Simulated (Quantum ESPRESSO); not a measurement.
Zn:

```
Zn
1.0
     2.67000    0.00000    0.00000
    -1.33500    2.31229    0.00000
     0.00000    0.00000    4.96600
Zn
2
Direct
  0.66667 0.33333 0.75000
  0.33333 0.66667 0.25000
```

| Property | Result |
| --- | --- |
| Program | Quantum ESPRESSO 7.5 |
| Task | phonons |
| Functional | LDA |
| Potentials or basis | JTH 2.0 LDA |
| Cutoff | 490 eV |
| Density cutoff | 2939 eV |
| k mesh | 11 × 11 × 6 |
| Occupations | gaussian, width 0.136 eV |
| Spin | no spin polarisation |
| Form of the LDA correlation | PW92 |
| Mixing beta | 0.5 |
| Most SCF iterations | 120 |
| SCF threshold | 4e-10 Ry |

Q: Where do the zone-centre optical modes lie?

A: E2g at 91 cm⁻¹ (Raman); B1g at 206 cm⁻¹ (silent).

Optical modes at Γ, degenerate ones joined:
| cm⁻¹ | components | symmetry | active in |
| --- | --- | --- | --- |
| 91 | 2 | E2g | Raman |
| 206 | 1 | B1g | silent |

Caveat: the mesh is thin for the phonons of a metal; the cutoff lies well under what these potentials need, so the values aren't converged.
